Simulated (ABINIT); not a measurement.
# PtS2 (P-3m1) in ABINIT: band structure with TB-mBJ

Aim: the band structure of PtS2 with TB-mBJ.

All numbers are computed with ABINIT 10.8.3 (patched build); they aren't measurements. Logs are shortened: lines on timing, memory, paths and dates and some standing lists are left out, and cuts for length are marked. The log counts tension as positive stress, the text compression.

## (1) The crystal as given

The structure is trigonal, space group P-3m1 (No. 164). The conventional cell has a = 3.543 Å, b = 3.543 Å, c = 5.039 Å, α = 90.00°, β = 90.00°, γ = 120.00°. Pt (site symmetry -3m) has 6 S at 2.34 Å as nearest neighbours. S (site symmetry 3m) is surrounded by 3 Pt at 2.34 Å.

## (2) Band structure, TB-mBJ

Input file run.abi:

```
ndtset 2

pp_dirpath "./"
pseudos "Pt.hgh, S.hgh"

acell 3.5432 3.5432 5.0388 Angstrom
rprim
     1.0000000000     0.0000000000     0.0000000000
    -0.5000000000     0.8660254038     0.0000000000
     0.0000000000     0.0000000000     1.0000000000
ntypat 2
znucl 78 16
natom 3
typat 1 2 2
xred
     0.0000000000     0.0000000000     0.0000000000
     0.6666666667     0.3333333333     0.7730000000
     0.3333333333     0.6666666667     0.2270000000

ecut 34.0

ixc -208012
usekden 1

occopt 3
tsmear 0.00183747

nstep 100
diemix 0.3
optforces 0
optstress 0

iomode 3
prtwf 0
prteig 0
prtebands 0
enunit 1
prtden1 1
prtkden1 1

kptopt1 1
ngkpt1 9 9 5
nshiftk1 1
shiftk1 0.0 0.0 0.0
nband1 15
tolvrs1 1.0e-9

iscf2 -2
getden2 1
getkden2 1
nband2 21
nbdbuf2 4
tolwfr2 1.0e-11
kptopt2 -7
ndivsm2 8
prteig2 1
kptbounds2
     0.0000000000     0.0000000000     0.0000000000
     0.5000000000     0.0000000000     0.0000000000
     0.3333333333     0.3333333333     0.0000000000
     0.0000000000     0.0000000000     0.0000000000
     0.0000000000     0.0000000000     0.5000000000
     0.5000000000     0.0000000000     0.5000000000
     0.3333333333     0.3333333333     0.5000000000
     0.0000000000     0.0000000000     0.5000000000
```

Potentials or basis: HGH LDA.

Started as:

```bash
$ abinit run.abi > log 2>&1
```

run.abo:

```text
.Version 10.8.3 of ABINIT
 DATASET    1 : space group P-3 m 1 (#164); Bravais hP (primitive hexag.)
================================================================================
 Values of the parameters that define the memory need for DATASET  1.
     intxc =       0    ionmov =       0      iscf =       7    lmnmax =       6
     lnmax =       6     mgfft =      50  mpssoang =       3    mqgrid =    3001
     natom =       3  nloc_mem =       1    nspden =       1   nspinor =       1
    nsppol =       1      nsym =      12    n1xccc =       0    ntypat =       2
    occopt =       3   xclevel =       2
       mpw =        3519          nfft =       64800          nkpt =          50
================================================================================
================================================================================

 DATASET    2 : space group P-3 m 1 (#164); Bravais hP (primitive hexag.)
================================================================================
 Values of the parameters that define the memory need for DATASET  2.
     intxc =       0    ionmov =       0      iscf =      -2    lmnmax =       6
     lnmax =       6     mgfft =      50  mpssoang =       3    mqgrid =    3001
     natom =       3  nloc_mem =       1    nspden =       1   nspinor =       1
    nsppol =       1      nsym =      12    n1xccc =       0    ntypat =       2
    occopt =       3   xclevel =       2
       mpw =        3535          nfft =       64800          nkpt =          85
================================================================================
================================================================================

--------------------------------------------------------------------------------
------------- Echo of variables that govern the present computation ------------
--------------------------------------------------------------------------------
 -outvars: echo values of preprocessed input variables --------
            acell      6.6956776093E+00  6.6956776093E+00  9.5219520032E+00 Bohr
              amu      1.95080000E+02  3.20660000E+01
           diemix      3.00000000E-01
             ecut      3.40000000E+01 Hartree
           enunit           1
           getden1          0
           getden2          1
          getkden1          0
          getkden2          1
             iscf1          7
             iscf2         -2
                       outvar_i_n : Printing only first  50 k-points.
              ixc     -208012
           jdtset        1    2
                       outvar_i_n : Printing only first  50 k-points.
           kptopt1          1
           kptopt2         -7
         kptrlatt        9    0    0      0    9    0      0    0    5
          kptrlen1     4.76097600E+01
          kptrlen2     3.00000000E+01
[... 963 lines left out ...]

 ----iterations are completed or convergence reached----

 Mean square residual over all n,k,spin=   55.948E-13; max=  99.899E-13
 reduced coordinates (array xred) for    3 atoms
       0.000000000000      0.000000000000      0.000000000000
       0.666666666667      0.333333333333      0.773000000000
       0.333333333333      0.666666666667      0.227000000000

 cartesian coordinates (angstrom) at end:
    1      0.00000000000000     0.00000000000000     0.00000000000000
    2      1.77160000000000     1.02283373691472     3.89499240000000
    3      0.00000000000000     2.04566747382944     1.14380760000000
 length scales=  6.695677609316  6.695677609316  9.521952003224 bohr
              =  3.543200000000  3.543200000000  5.038800000000 angstroms
 Eigenvalues (   eV  ) for nkpt=  85  k points:
 kpt#   1, nband= 21, wtk=  1.00000, kpt=  0.0000  0.0000  0.0000 (reduced coord)
 -10.63439   -7.14170   -1.66043   -1.28133   -1.28133    1.60871    1.60871    3.44147
   3.78515    3.78515    5.11915    9.35684    9.35684   10.09002   11.60322   12.87741
  12.87741   17.77040   18.23069   18.27806   18.75966
 kpt#   2, nband= 21, wtk=  1.00000, kpt=  0.0357  0.0000  0.0000 (reduced coord)
 -10.61642   -7.15085   -1.64425   -1.27850   -1.26640    1.58580    1.58656    3.30979
   3.79158    3.86569    5.12918    9.16634    9.33981   10.30783   11.65973   12.84868
  12.93577   17.65704   18.06250   18.08289   18.82393
 kpt#   3, nband= 21, wtk=  1.00000, kpt=  0.0714  0.0000  0.0000 (reduced coord)
 -10.56278   -7.17775   -1.59630   -1.26942   -1.22162    1.51675    1.52109    3.05795
   3.80597    3.97453    5.15278    8.85330    9.29683   10.69206   11.81169   12.79814
  13.10179   17.27871   17.74988   17.83667   18.68794
 kpt#   4, nband= 21, wtk=  1.00000, kpt=  0.1071  0.0000  0.0000 (reduced coord)
 -10.47432   -7.22103   -1.51971   -1.25301   -1.14791    1.38807    1.42462    2.78514
   3.81562    4.04180    5.17108    8.58031    9.24673   11.03803   11.99100   12.85234
  13.35059   16.81605   17.38037   17.49531   18.35465
 kpt#   5, nband= 21, wtk=  1.00000, kpt=  0.1429  0.0000  0.0000 (reduced coord)
[... 309 lines left out ...]
   3.28378    3.76777    4.84249    8.95892    9.47283   11.35836   12.06706   13.14212
  13.71566   15.21195   16.83713   17.64934   17.86908
 kpt#  83, nband= 21, wtk=  1.00000, kpt=  0.0417  0.0417  0.5000 (reduced coord)
 -10.33913   -7.76030   -1.30591   -1.19082   -0.45329    1.45793    1.47322    3.11671
   3.15391    3.71345    4.64695    9.34894    9.71673   11.07562   12.19756   12.78861
  13.40015   15.48345   16.94562   17.38118   17.89354
 kpt#  84, nband= 21, wtk=  1.00000, kpt=  0.0208  0.0208  0.5000 (reduced coord)
 -10.39385   -7.75188   -1.26616   -1.23645   -0.48604    1.54584    1.54719    3.00495
   3.47312    3.67095    4.39972    9.73347    9.88661   10.78947   12.34970   12.53146
  13.13779   15.74073   16.99675   17.12825   17.89073
 kpt#  85, nband= 21, wtk=  1.00000, kpt=  0.0000  0.0000  0.5000 (reduced coord)
 -10.41221   -7.74907   -1.25187   -1.25187   -0.49730    1.57353    1.57353    2.96561
   3.65481    3.65481    4.24285    9.94719    9.94719   10.61479   12.43775   12.43775
  13.01368   15.86035   17.01031   17.01031   17.88464

== END DATASET(S) ==============================================================
================================================================================

 -outvars: echo values of variables after computation  --------
            acell      6.6956776093E+00  6.6956776093E+00  9.5219520032E+00 Bohr
           etotal1    -3.8903872068E+01
            fcart1     9.9999999999E+99  9.9999999999E+99  9.9999999999E+99
                       9.9999999999E+99  9.9999999999E+99  9.9999999999E+99
                       9.9999999999E+99  9.9999999999E+99  9.9999999999E+99
            rprim      1.0000000000E+00  0.0000000000E+00  0.0000000000E+00
                      -5.0000000000E-01  8.6602540380E-01  0.0000000000E+00
                       0.0000000000E+00  0.0000000000E+00  1.0000000000E+00
           strten1     9.9999999999E+99  9.9999999999E+99  9.9999999999E+99
                       9.9999999999E+99  9.9999999999E+99  9.9999999999E+99
           xangst      0.0000000000E+00  0.0000000000E+00  0.0000000000E+00
                       1.7716000000E+00  1.0228337369E+00  3.8949924000E+00
                       9.2809962437E-17  2.0456674738E+00  1.1438076000E+00
             xred      0.0000000000E+00  0.0000000000E+00  0.0000000000E+00
                       6.6666666667E-01  3.3333333333E-01  7.7300000000E-01
                       3.3333333333E-01  6.6666666667E-01  2.2700000000E-01
 Calculation completed.
```

It took 14 min on 1 thread of Arm Neoverse V1, shared host; peak memory 0.17 GiB.

What came out:

| Item | Value |
| --- | --- |
| Band gap on the k mesh | 3.00 eV, indirect (least direct gap 3.07 eV) |
| Band gap along the path | 3.00 eV, indirect (least direct gap 3.23 eV) |
| Valence electrons inside the program's atomic spheres | Pt 5.86; S 4.13 |

Levels at the corners of the path, in eV from the valence-band top:
```csv
point,band 9,band 10,band 11,band 12,band 13,band 14
Γ,-1.39,-1.39,-0.06,4.18,4.18,4.91
M,-3.13,-2.91,-1.65,3.97,4.71,6.08
K,-3.00,-1.51,-1.51,3.31,3.31,5.90
Γ,-1.39,-1.39,-0.06,4.18,4.18,4.91
A,-1.52,-1.52,-0.93,4.77,4.77,5.44
L,-3.13,-2.01,-1.49,3.95,4.65,5.72
H,-3.48,-1.73,-1.73,4.10,4.10,7.20
A,-1.52,-1.52,-0.93,4.77,4.77,5.44
```

Caveat: the constant c of TB-mBJ comes from the pseudo density here, which moves gaps by up to 0.3 eV between sets of potentials; spin-orbit coupling is left out, which moves the levels of the heavy elements; HGH potentials are hard and often keep d shells in the core, so these values are rough.
